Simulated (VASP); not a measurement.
# Al2Pt (Fm-3m) in VASP: core levels with PBEsol

Aim: the core levels of Al2Pt with PBEsol.

Program: VASP 6.6.1. These are calculated values, not measurements. Logs are shortened: lines on timing, memory, paths and dates and some standing lists are left out, and cuts for length are marked.

## (1) Starting point

Symmetry: Fm-3m, No. 225, cubic system. Conventional cell: a = 5.910 Å, b = 5.910 Å, c = 5.910 Å, α = 90.00°, β = 90.00°, γ = 90.00°. Al (site symmetry -43m) has 4 Pt at 2.56 Å as nearest neighbours. Around Pt (site symmetry m-3m) lie 8 Al at 2.56 Å.

## (2) Core levels, PBEsol

INCAR reads:

```
SYSTEM = Al2Pt
  ALGO = Normal
  EDIFF = 1E-6
  ENCUT = 520
  GGA = PS
  ICORELEVEL = 1
  ISIF = 2
  ISMEAR = 1
  LASPH = .TRUE.
  LCHARG = .FALSE.
  LREAL = .FALSE.
  LWAVE = .FALSE.
  NELM = 80
  PREC = Accurate
  SIGMA = 0.1
```

KPOINTS reads:

```
k-points
0
G
  9 9 9
  0 0 0
```

POSCAR reads:

```
Al2Pt
1.0
    0.0000000000      2.9550000000      2.9550000000
    2.9550000000      0.0000000000      2.9550000000
    2.9550000000      2.9550000000      0.0000000000
Al Pt
2 1
Direct
    0.2500000000      0.2500000000      0.2500000000
    0.7500000000      0.7500000000      0.7500000000
    0.0000000000      0.0000000000      0.0000000000
```

Potentials or basis: VASP PAW PBE potentials, release 64 (Al, Pt).

Started as:

```
$ cat potpaw_PBE.64/Al/POTCAR potpaw_PBE.64/Pt/POTCAR > POTCAR
$ mpirun -np 1 vasp_std > vasp.out
```

OUTCAR:

```text
SYSTEM = Al2Pt
   EDIFF = 1E-6
   ENCUT = 520
   GGA = PS
   ISIF = 2
   ISMEAR = 1
   LASPH = .TRUE.
   LREAL = .FALSE.
   NELM = 80
   PREC = Accurate

 ion  position               nearest neighbor table
   1  0.250  0.250  0.250-   3 2.56   3 2.56   3 2.56   3 2.56   2 2.96   2 2.96   2 2.96   2 2.96
                             2 2.96   2 2.96
   2  0.750  0.750  0.750-   3 2.56   3 2.56   3 2.56   3 2.56   1 2.96   1 2.96   1 2.96   1 2.96
                             1 2.96   1 2.96
   3  0.000  0.000  0.000-   2 2.56   2 2.56   2 2.56   1 2.56   2 2.56   1 2.56   1 2.56   1 2.56

  LATTYP: Found a face centered cubic cell.
 ALAT       =     5.9100000000

  Lattice vectors:

 A1 = (   0.0000000000,   2.9550000000,   2.9550000000)
 A2 = (   2.9550000000,   0.0000000000,   2.9550000000)
 A3 = (   2.9550000000,   2.9550000000,   0.0000000000)

Analysis of symmetry for initial positions (statically):
=====================================================================
 Subroutine PRICEL returns:
 Original cell was already a primitive cell.

 Routine SETGRP: Setting up the symmetry group for a
 face centered cubic supercell.

 Subroutine GETGRP returns: Found 48 space group operations
 (whereof 48 operations were pure point group operations)
 out of a pool of 48 trial point group operations.

The static configuration has the point symmetry O_h .

Analysis of symmetry for dynamics (positions and initial velocities):
=====================================================================
 Subroutine PRICEL returns:
 Original cell was already a primitive cell.

 Routine SETGRP: Setting up the symmetry group for a
 face centered cubic supercell.

 Subroutine GETGRP returns: Found 48 space group operations
 (whereof 48 operations were pure point group operations)
 out of a pool of 48 trial point group operations.

The dynamic configuration has the point symmetry O_h .

 Subroutine INISYM returns: Found 48 space group operations
 (whereof 48 operations are pure point group operations),
 and found     1 'primitive' translations

----------------------------------------------------------------------------------------

                                     Primitive cell

  volume of cell :      51.6063

  direct lattice vectors                    reciprocal lattice vectors
     0.000000000  2.955000000  2.955000000    -0.169204738  0.169204738  0.169204738
     2.955000000  0.000000000  2.955000000     0.169204738 -0.169204738  0.169204738
     2.955000000  2.955000000  0.000000000     0.169204738  0.169204738 -0.169204738

  length of vectors
     4.179001077  4.179001077  4.179001077     0.293071203  0.293071203  0.293071203

  position of ions in fractional coordinates (direct lattice)
     0.250000000  0.250000000  0.250000000
     0.750000000  0.750000000  0.750000000
     0.000000000  0.000000000  0.000000000

  ion indices of the primitive-cell ions
   primitive index   ion index
                 1           1
                 2           2
                 3           3

----------------------------------------------------------------------------------------

 KPOINTS: k-points

Automatic generation of k-mesh.
 Grid dimensions read from file:
 generate k-points for:    9    9    9

 Generating k-lattice:

  Cartesian coordinates                     Fractional coordinates (reciprocal lattice)
    -0.018800526  0.018800526  0.018800526     0.111111111  0.000000000  0.000000000
     0.018800526 -0.018800526  0.018800526     0.000000000  0.111111111  0.000000000
     0.018800526  0.018800526 -0.018800526     0.000000000  0.000000000  0.111111111

  Length of vectors
     0.032563467  0.032563467  0.032563467

  Shift w.r.t. Gamma in fractional coordinates (k-lattice)
     0.000000000  0.000000000  0.000000000

 Subroutine IBZKPT returns following result:
 ===========================================

 Found     35 irreducible k-points:

 Following reciprocal coordinates:
            Coordinates               Weight
  0.000000  0.000000  0.000000      1.000000
  0.111111  0.000000  0.000000      8.000000
  0.222222  0.000000  0.000000      8.000000
  0.333333  0.000000  0.000000      8.000000
  0.444444  0.000000  0.000000      8.000000
  0.111111  0.111111  0.000000      6.000000
[... 16 lines left out ...]
 -0.333333  0.333333  0.000000     12.000000
  0.444444  0.444444  0.000000      6.000000
 [... further k-points ...]
   k-points           NKPTS =     35   k-points in BZ     NKDIM =     35   number of bands    NBANDS=     12
   number of dos      NEDOS =    301   number of ions     NIONS =      3
   total plane-waves  NPLWV =  32768
   dimension x,y,z NGX =    32 NGY =   32 NGZ =   32
   dimension x,y,z NGXF=    64 NGYF=   64 NGZF=   64
   ions per type =               2   1
   NGX,Y,Z   is equivalent  to a cutoff of  12.73, 12.73, 12.73 a.u.
   NGXF,Y,Z  is equivalent  to a cutoff of  25.46, 25.46, 25.46 a.u.
 SYSTEM =  Al2Pt
   PREC   = accura    normal or accurate (medium, high low for compatibility)
   ISTART =      0    job   : 0-new  1-cont  2-samecut
   ICHARG =      2    charge: 1-file 2-atom 10-const
   ISPIN  =      1    spin polarized calculation?
   LNONCOLLINEAR =      F non collinear calculations
   LSORBIT =      F    spin-orbit coupling
   LASPH  =      T    aspherical Exc in radial PAW
   ENCUT  =  520.0 eV  38.22 Ry    6.18 a.u.   7.77  7.77  7.77*2*pi/ulx,y,z
   NELM   =     80;   NELMIN=  2; NELMDL= -5     # of ELM steps
   EDIFF  = 0.1E-05   stopping-criterion for ELM
   LREAL  =      F    real-space projection
   EDIFFG = 0.1E-04   stopping-criterion for IOM
   NSW    =      0    number of steps for IOM
   IBRION =     -1    ionic relax: 0-MD 1-quasi-New 2-CG
   NFREE  =      0    steps in history (QN), initial steepest desc. (CG)
   ISIF   =      2    stress and relaxation
   ISYM   =      2    0-nonsym 1-usesym 2-fastsym
   POTIM  = 0.5000    time-step for ionic-motion
   TEBEG  =    0.0;   TEEND  =   0.0 temperature during run
   PSTRESS=    0.0 pullay stress
   NELECT =      16.0000    total number of electrons
   NUPDOWN=      -1.0000    fix difference up-down
   EMIN   =  10.00;   EMAX   =-10.00  energy-range for DOS
   EFERMI =   0.00;   METHOD = LEGACY
   ISMEAR =     1;   SIGMA  =   0.10  broadening in eV -4-tet -1-fermi 0-gaus
   EFERMI_NEDOS =   21; number of points for ismear=-14 and -15
   IALGO  =     38    algorithm
   IMIX   =      4    mixing-type and parameters
     AMIX     =   0.40;   BMIX     =  1.00
     AMIX_MAG =   1.60;   BMIX_MAG =  1.00
  volume/ion in A,a.u.               =      17.20       116.09
  Fermi-wavevector in a.u.,A,eV,Ry     =   1.108019  2.093853 16.703966  1.227707
  Thomas-Fermi vector in A             =   2.244541
   LORBIT       =      0    0 simple, 1 ext, 2 COOP (PROOUT), +10 PAW based schemes
   GGA     = PS    functional components
   LHFCALC =     F    Hartree Fock is set to
   AEXX    =    0.0000 exact exchange contribution
   IVDW    =     0    specifies the selected vdW correction
   LEPSILON=     F    determine dielectric tensor
   LRPA    =     F    only Hartree local field effects (RPA)
 non-spin polarized calculation
 Methfessel and Paxton  Order N= 1 SIGMA  =   0.10
  energy-cutoff  :      520.00
  volume of cell :       51.61
 maximum number of plane-waves:      1411
   NGX = 15   NGY = 15   NGZ = 15

 number of electron      16.0000000 magnetization

 Free energy of the ion-electron system (eV)
  ---------------------------------------------------
  ext. energy  EPLUGINS =         0.00000000
  ---------------------------------------------------
  free energy    TOTEN  =       -17.77353884 eV

  energy without entropy =      -17.77499604  energy(sigma->0) =      -17.77402457

 the core state eigenenergies are
   1-  1s  -1498.0696  2s    -95.2855  2p    -56.7446
   2-  1s  -1498.0696  2s    -95.2855  2p    -56.7446
   3-  1s -78390.8368  2s -13760.5394  2p -11920.8067  3s  -3224.4034  3p  -2688.9039
       3d  -2109.2787  4s   -684.7221  4p   -509.1681  4d   -296.2455  4f    -59.6597
       5s    -91.1680  5p    -45.2964

 E-fermi :   7.8934     XC(G=0): -10.8126

 val. band max:        7.7911221818   @ k =   0.4444   0.3333   0.1111
 cond. band min:       7.9142025652   @ k =  -0.4444   0.2222   0.0000
 fundamental gap:      0.1230803834
 Fermi energy:         7.8933656107

 k-point     1 :       0.0000    0.0000    0.0000
  band No.  band energies     occupation
      1      -2.4466      2.00000
      2       2.7318      2.00000
      3       2.7318      2.00000
      4       2.7318      2.00000
      5       4.0920      2.00000
      6       4.0920      2.00000
      7      10.7783      0.00000
      8      11.5834      0.00000
      9      11.5834      0.00000
     10      11.5834      0.00000
     11      13.2158      0.00000
     12      13.2158      0.00000

 k-point     2 :       0.1111    0.0000    0.0000
  band No.  band energies     occupation
      1      -2.2767      2.00000
      2       2.6324      2.00000
      3       2.7881      2.00000
      4       2.7881      2.00000
      5       4.0729      2.00000
      6       4.0729      2.00000
      7       9.7123     -0.00000
      8      11.0603      0.00000
      9      11.1368      0.00000
     10      11.1368      0.00000
     11      13.7234      0.00000
     12      13.7490      0.00000

 k-point     3 :       0.2222    0.0000    0.0000
  band No.  band energies     occupation
      1      -1.7823      2.00000
      2       2.3865      2.00000
      3       2.9170      2.00000
      4       2.9170      2.00000
      5       4.0630      2.00000
      6       4.0630      2.00000
      7       7.4237      2.00000
      8      10.2849      0.00000
      9      10.2849      0.00000
     10      11.4582      0.00000
     11      13.2839      0.00000
     12      13.3577      0.00000

 k-point     4 :       0.3333    0.0000    0.0000
  band No.  band energies     occupation
      1      -1.0292      2.00000
      2       2.0802      2.00000
      3       3.0194      2.00000
      4       3.0194      2.00000
      5       4.1503      2.00000
      6       4.1503      2.00000
      7       5.4696      2.00000
      8       9.4338     -0.00000
      9       9.4338     -0.00000
     10      11.6230      0.00000
     11      13.0794      0.00000
     12      13.0999      0.00000

 k-point     5 :       0.4444    0.0000    0.0000
  band No.  band energies     occupation
      1      -0.2636      2.00000
      2       1.7565      2.00000
      3       3.0507      2.00000
      4       3.0507      2.00000
      5       4.2400      2.00000
      6       4.2871      2.00000
      7       4.2871      2.00000
      8       8.8840     -0.00000
      9       8.8840     -0.00000
     10      11.5443      0.00000
     11      12.9608      0.00000
     12      12.9608      0.00000
[... 228 lines left out ...]
      1       0.2920      2.00000
      2       1.8075      2.00000
      3       2.8595      2.00000
      4       3.6686      2.00000
      5       3.8696      2.00000
      6       4.4817      2.00000
      7       4.8182      2.00000
      8       6.7073      2.00000
      9       6.8849      2.00000
     10      11.0320      0.00000
     11      11.6439      0.00000
     12      15.3541      0.00000

 k-point    22 :      -0.4444    0.3333    0.0000
  band No.  band energies     occupation
      1       1.0824      2.00000
      2       1.7432      2.00000
      3       2.4849      2.00000
      4       3.7031      2.00000
      5       3.7447      2.00000
      6       4.2829      2.00000
      7       4.4523      2.00000
      8       6.1031      2.00000
      9       7.0821      2.00000
     10      11.0633      0.00000
     11      12.8512      0.00000
     12      14.6721      0.00000

 k-point    23 :      -0.3333    0.3333    0.0000
  band No.  band energies     occupation
      1       0.8908      2.00000
      2       1.8680      2.00000
      3       2.5914      2.00000
      4       3.3770      2.00000
      5       3.6885      2.00000
      6       3.9947      2.00000
      7       5.2340      2.00000
      8       5.5744      2.00000
      9       7.7622      2.06884
     10      11.1495      0.00000
     11      14.1240      0.00000
     12      14.2480      0.00000

 k-point    24 :       0.4444    0.4444    0.0000
  band No.  band energies     occupation
      1       0.9417      2.00000
      2       1.7327      2.00000
      3       2.4418      2.00000
      4       3.9154      2.00000
      5       3.9154      2.00000
      6       4.5607      2.00000
      7       4.5744      2.00000
      8       6.3327      2.00000
      9       6.3327      2.00000
     10      10.9484      0.00000
     11      11.1264      0.00000
     12      15.9111      0.00000

 [... further k-points ...]

------------------------ aborting loop because EDIFF is reached ----------------------------------------

  FORCE on cell =-STRESS in cart. coord.  units (eV):
  Direction    XX          YY          ZZ          XY          YZ          ZX
  --------------------------------------------------------------------------------------
  -------------------------------------------------------------------------------------
  Total       -0.3404311     -0.3404311     -0.3404311     -0.0000000      0.0000000     -0.0000000
  in kB      -10.5690852    -10.5690852    -10.5690852     -0.0000000      0.0000000     -0.0000000
  external PRESSURE =     -10.5690852 kB  Pullay stress =       0.0000000 kB

 VOLUME and BASIS-vectors are now :
 -----------------------------------------------------------------------------
  energy-cutoff  :      520.00
  volume of cell :       51.61
      direct lattice vectors                 reciprocal lattice vectors
     0.000000000  2.955000000  2.955000000    -0.169204738  0.169204738  0.169204738
     2.955000000  0.000000000  2.955000000     0.169204738 -0.169204738  0.169204738
     2.955000000  2.955000000  0.000000000     0.169204738  0.169204738 -0.169204738

 POSITION                                       TOTAL-FORCE (eV/Angst)
 -----------------------------------------------------------------------------------
      1.47750      1.47750      1.47750        -0.000000     -0.000000     -0.000000
      4.43250      4.43250      4.43250         0.000000      0.000000      0.000000
      0.00000      0.00000      0.00000         0.000000     -0.000000      0.000000
 -----------------------------------------------------------------------------------
    total drift:                                0.000000     -0.000000      0.000000

  FREE ENERGIE OF THE ION-ELECTRON SYSTEM (eV)
  ---------------------------------------------------
  free  energy   TOTEN  =       -17.7735388367 eV

  energy  without entropy=      -17.7749960445  energy(sigma->0) =      -17.77402457
```

It took 15 s on 1 thread of Intel Xeon Platinum 8259CL at 2.50GHz (Skylake/Cascade Lake), shared host; peak memory 0.18 GiB.

What came out:

```yaml
Free_energy: -17.7735 eV
Pressure: -1.1 GPa
Band_gap_on_the_k_mesh: none (metal or under the smearing width)
```

Levels at points of the mesh, in eV from the Fermi level:
```tsv
k point	band 4	band 5	band 6	band 7	band 8	band 9	band 10	band 11	band 12
(0.00, 0.00, 0.00)	-5.16	-3.80	-3.80	2.88	3.69	3.69	3.69	5.32	5.32
```

Core levels (eV, on the scale of the bands):
```csv
atom,levels
1 Al,"1s -1498.1, 2s -95.3, 2p -56.7"
2 Al,"1s -1498.1, 2s -95.3, 2p -56.7"
3 Pt,"1s -78390.8, 2s -13760.5, 2p -11920.8, 3s -3224.4, 3p -2688.9, 3d -2109.3, 4s -684.7, 4p -509.2, 4d -296.2, 4f -59.7, 5s -91.2, 5p -45.3"
```

Caveat: the PAW data sets were made with another functional, which shifts forces and pressure a little.
